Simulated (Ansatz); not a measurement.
TiTe:

```
Ti Te
1.0
     0.00000    3.05007    3.05007
     3.05007    0.00000    3.05007
     3.05007    3.05007    0.00000
Ti Te
1 1
Direct
  0.50000 0.50000 0.50000
  0.00000 0.00000 0.00000
```

The cell comes from a database or a generator and needn't be the stable form of this composition.

Base run:

| Quantity | Value |
| --- | --- |
| Program | Ansatz 0.2.0 |
| Functional | r2SCAN |
| Potentials or basis | Ansatz PAW |
| Cutoff | 500 eV (not typed: the program's choice for these potentials) |
| k mesh | 8 × 8 × 8 |
| Occupations | fermi-dirac, width 0.05 eV |
| Spin | no spin polarisation |
| Hubbard terms | Ti d U = 8 eV |

Its results: band gap on the k mesh none (metal or under the smearing width); pressure -4.6 GPa.

Task: The run is repeated on the same cell with these changes: hubbard terms from Ti d U = 8 eV to none; hubbard projectors from ortho-atomic (the default) to none. What comes out?

Result: Band gap on the k mesh none (metal or under the smearing width); pressure -11.4 GPa.

Caveats: the PAW data sets come from PBE, with cores solved anew for the run's functional, which leaves a small shift of forces and pressure; U without spin polarisation on a metal has little footing (some runs); the U is typed as a test and isn't derived for this compound (some runs).
